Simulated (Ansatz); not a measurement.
# Crystal structures of lead under RPBE

The calculation used DFT, RPBE, plane waves (420 eV) with PAW, scalar-relativistic in Ansatz 0.2.0. (PAW data from PBE, frozen cores regenerated.)

Each structure is relaxed within its own symmetry, so a high-lying one may be dynamically unstable.

```csv
structure,ΔE (meV/atom),V (Å³/atom),cell,magnetic state
fcc,0,33.19,a = 5.101 Å,spin not included
dhcp,5,33.21,"a = 3.621 Å, c = 11.699 Å (c/a = 3.231)",spin not included
hcp,18,33.19,"a = 3.603 Å, c = 5.906 Å (c/a = 1.639)",spin not included
omega (AlB2-type),42,33.56,"a = 5.776 Å, c = 3.485 Å (c/a = 0.603)",spin not included
bcc,43,33.20,a = 4.050 Å,spin not included
A15,49,34.27,a = 6.497 Å,spin not included
simple cubic,192,35.83,a = 3.297 Å,spin not included
diamond,216,46.07,a = 7.170 Å,spin not included
```

ΔE counts from fcc.

Differences under about 8 meV lie within the error of the k-point mesh.
